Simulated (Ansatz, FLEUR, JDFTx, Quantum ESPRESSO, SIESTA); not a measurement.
**SiC: 10 runs at one level of theory**

```
Si C
1.0
     3.07600    0.00000    0.00000
    -1.53800    2.66389    0.00000
     0.00000    0.00000    5.04800
Si C
2 2
Cartesian
  1.5380 0.8880 2.5240
  0.0000 1.7759 0.0000
  1.5380 0.8880 4.4675
  0.0000 1.7759 1.9435
```

Alike in all runs: task band structure; functional PBE; k mesh 10 × 10 × 5; occupations fermi-dirac, width 0.05 eV; no spin polarisation; no spin-orbit coupling. Pressure is positive in compression and, in plane waves, holds the error of the finite cutoff, which Ansatz's Pulay term estimates and takes out. Gaps are the smaller of the mesh's and the band path's.

```
                                                     program and potentials  plane-wave cutoff (eV)                             notes  band gap (eV)  pressure (GPa)  largest force (eV/Å)
                                                 FLEUR, all-electron, FLAPW                       -                                 -           2.32               -                     -
SIESTA, files PseudoDojo sr-pbe-0.4.1-standard, TZP (energy shift 0.002 Ry)                       -                      atomic basis           2.32            6.34                 0.812
                                                            Ansatz, JTH PAW                     780  Pulay term of +0.07 GPa included           2.33            3.14                 0.748
                                                            Ansatz, SPMS NC                    1034  Pulay term of +0.25 GPa included           2.33            3.77                 0.760
                  JDFTx, PseudoDojo-SR-PBE-0.5-standard with smoothed tails                    1116                                 -           2.33               -                     -
                                      JDFTx, PseudoDojo-SR-PBE-0.5-standard                    1116                                 -           2.33               -                     -
                                   Ansatz, PseudoDojo stringent (PBE files)                    1116  Pulay term of +0.07 GPa included           2.33            3.74                 0.760
                     Ansatz, Ansatz PAW (files of its older set among them)                     820                                 -           2.32            3.69                 0.752
                         Quantum ESPRESSO, PseudoDojo 0.4.1 SR PBE standard                    1116                                 -           2.33            3.66                 0.760
SIESTA, files PseudoDojo sr-pbe-0.4.1-standard, DZP (energy shift 0.002 Ry)                       -                      atomic basis           2.29            7.01                 0.844
```

Force on atom 3 (C), eV/Å:

```json
{"program and potentials": "SIESTA, files PseudoDojo sr-pbe-0.4.1-standard, TZP (energy shift 0.002 Ry)", "x": "0.000", "y": "0.000", "z": "-0.812"}
{"program and potentials": "Ansatz, JTH PAW", "x": "0.000", "y": "0.000", "z": "-0.748"}
{"program and potentials": "Ansatz, SPMS NC", "x": "0.000", "y": "0.000", "z": "-0.760"}
{"program and potentials": "Ansatz, PseudoDojo stringent (PBE files)", "x": "0.000", "y": "0.000", "z": "-0.760"}
{"program and potentials": "Ansatz, Ansatz PAW (files of its older set among them)", "x": "0.000", "y": "0.000", "z": "-0.752"}
{"program and potentials": "Quantum ESPRESSO, PseudoDojo 0.4.1 SR PBE standard", "x": "0.000", "y": "0.000", "z": "-0.760"}
{"program and potentials": "SIESTA, files PseudoDojo sr-pbe-0.4.1-standard, DZP (energy shift 0.002 Ry)", "x": "0.000", "y": "0.000", "z": "-0.844"}
```

The band gap spans 2.29 (SIESTA, files PseudoDojo sr-pbe-0.4.1-standard, DZP (energy shift 0.002 Ry)) to 2.33 eV (JDFTx, PseudoDojo-SR-PBE-0.5-standard with smoothed tails), with all-electron results at 2.32. The pressure spans 3.14 (Ansatz, JTH PAW) to 7.01 GPa (SIESTA, files PseudoDojo sr-pbe-0.4.1-standard, DZP (energy shift 0.002 Ry)). The atoms of the given cell lie far from their minimum at this level. The paths' points differ, which is worth about 0.01 eV. Rows in atomic bases carry the error of their basis and grid, which can be large.

The functional is the same throughout but for its coding, so the spread measures potentials, basis and numerics; runs on potential files found faulty are left out.

The gap of this wurtzite-type (2H) SiC hardly depends on the potentials or basis, yet it lies well below the experimental value. The agreement therefore points to the semilocal functional, whose Kohn-Sham gap lacks the derivative discontinuity, and not to numerical error.

The forces have a simple structural origin. The Si–C bond along the c axis is stretched relative to the three inclined ones, and the force on carbon pulls it back towards the silicon directly below. This restores the nearly equal bonds expected of sp3 bonding, along an internal coordinate that wurtzite symmetry leaves free.

The positive pressures show that the cell would expand, in keeping with PBE's usual slight overestimate of lattice constants. Pressure is far more sensitive to the basis than the gap is: going from DZP to TZP lowers it from 7.01 to 6.34 GPa, still well above the plane-wave values, which suggests that the orbital basis remains incomplete. How much the gap would shift once the axial bond relaxes remains open.
